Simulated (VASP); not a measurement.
Runs of VASP 6.6.1 on LiH. All rows change the cell; the cell of one of them follows. The structure is tetragonal, space group I-4m2 (No. 119). The conventional cell has a = 3.034 Å, b = 3.034 Å, c = 4.245 Å, α = 90.00°, β = 90.00°, γ = 90.00°. Li (site symmetry -4m2) is surrounded by 4 H at 1.85 Å. Around H (site symmetry -4m2) lie 4 Li at 1.85 Å. The cell was built by a generator and needn't be a form met in nature.

```csv
level,cell,k mesh,smearing,exchange at q = 0,grid for exact exchange (PRECFOCK),screening parameter,gap on the mesh (eV)
r2SCAN,uniaxial_x strain -1.1%,10 × 10 × 10,gaussian 0.01 eV,-,-,-,4.81
HSE06,shear_xy strain -2.0%,8 × 8 × 8,gaussian 0.01 eV,truncated,Normal,0.2079 1/A,5.21
HSE06,uniaxial_x strain -1.1%,8 × 8 × 8,gaussian 0.01 eV,truncated,Normal,0.2079 1/A,(a)
PBE,uniaxial_x strain -1.1%,10 × 10 × 10,fermi-dirac 0.02 eV,-,-,-,4.23
```

Alike in all rows: task single point; potentials or basis VASP PAW PBE potentials, release 64 (Li_sv, H); no spin polarisation; cutoff (eV) 520.

Problem. Estimate the missing entries.

Solution. (a) 5.25.

A k mesh can miss the band edges.
